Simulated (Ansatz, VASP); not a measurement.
**Te2Mo: VASP beside Ansatz**

The input INCAR:

```
SYSTEM = Te2Mo
  PREC = Accurate
  ENCUT = 520
  EDIFF = 1E-7
  ISMEAR = 0
  SIGMA = 0.013000000000000001
  LREAL = .FALSE.
  LASPH = .TRUE.
  NELM = 100
  ALGO = Fast
  ISIF = 2
  LWAVE = .FALSE.
  LCHARG = .TRUE.
  GGA = PE
  LELF = .TRUE.
  LVHAR = .TRUE.
  NBANDS = 35
```

KPOINTS

```
Automatic mesh
0
G
  9 9 2
  0 0 0
```

File POSCAR:

```
Te2Mo
1.0
    3.5182000000      0.0000000000      0.0000000000
   -1.7591000000      3.0468505756      0.0000000000
    0.0000000000      0.0000000000     13.9736000000
Te Mo
4 2
Direct
    0.6666666667      0.3333333333      0.3790000000
    0.3333333333      0.6666666667      0.8790000000
    0.6666666667      0.3333333333      0.1210000000
    0.3333333333      0.6666666667      0.6210000000
    0.6666666667      0.3333333333      0.7500000000
    0.3333333333      0.6666666667      0.2500000000
```

input.yaml

```yaml
crystal:
  lattice:
    - [3.5182, 0.0, 0.0]
    - [-1.7591, 3.0468505756, 0.0]
    - [0.0, 0.0, 13.9736]
  atoms:
    - { symbol: Te, position: [0.6666666667, 0.3333333333, 0.379] }
    - { symbol: Te, position: [0.3333333333, 0.6666666667, 0.879] }
    - { symbol: Te, position: [0.6666666667, 0.3333333333, 0.121] }
    - { symbol: Te, position: [0.3333333333, 0.6666666667, 0.621] }
    - { symbol: Mo, position: [0.6666666667, 0.3333333333, 0.75] }
    - { symbol: Mo, position: [0.3333333333, 0.6666666667, 0.25] }
hamiltonian:
  xc: pbe
  pseudopotentials: { kind: paw }
kpoints:
  mp_grid: { grid: [9, 9, 2] }
scf:
  occupations: { method: gaussian, width: 0.013 }
output:
  forces: true
  stress: true
  eigenvalues: true
  write_density: true
  write_potential: true
  elf: true
  volumetric_format: npy
```

Alike in both runs: task single point; functional PBE; k mesh 9 × 9 × 2; occupations gaussian, width 0.013 eV; no spin polarisation.

|  | VASP | Ansatz |
| --- | --- | --- |
| version | VASP 6.6.1 | Ansatz 0.2.0 |
| potentials or method | VASP PAW PBE potentials, release 64 (Te, Mo_sv) | Ansatz PAW |
| plane-wave cutoff (eV) | 520 | 420 |
| valence electrons in the cell | 52 | 92 |

Ansatz gave:

| Property | Result |
| --- | --- |
| gap on the k mesh at the Fermi level (eV) | 0.78 |
| least direct gap on the mesh (eV) | 1.04 |
| pressure (GPa) | 2.9 |
| largest component of the traceless stress (GPa) | 0.46 |
| rms of the force components (eV/Å) | 0.082 |

**Question.** What did VASP give for the same quantities?

**Answer.** gap on the k mesh at the Fermi level (eV): 0.78; least direct gap on the mesh (eV): 1.04; pressure (GPa): 2.9; largest component of the traceless stress (GPa): 0.51; rms of the force components (eV/Å): 0.089.

Atom by atom the forces differ by 0.007 eV/Å (rms over components). The two sets of potentials don't hold the same shells in valence.

Caveats: spin-orbit coupling is left out, which moves the levels of the heavy elements; this functional lacks dispersion, which binds the layers, so the pressure and a relaxed spacing across them are unreliable; an odd mesh through Γ misses points on the zone boundary, where band edges often lie (VASP); odd divisions of the mesh miss points on the zone boundary, where band edges often lie, so the gap on the mesh can be too wide (Ansatz). As with any semilocal functional, this PBE gap is likely too small.
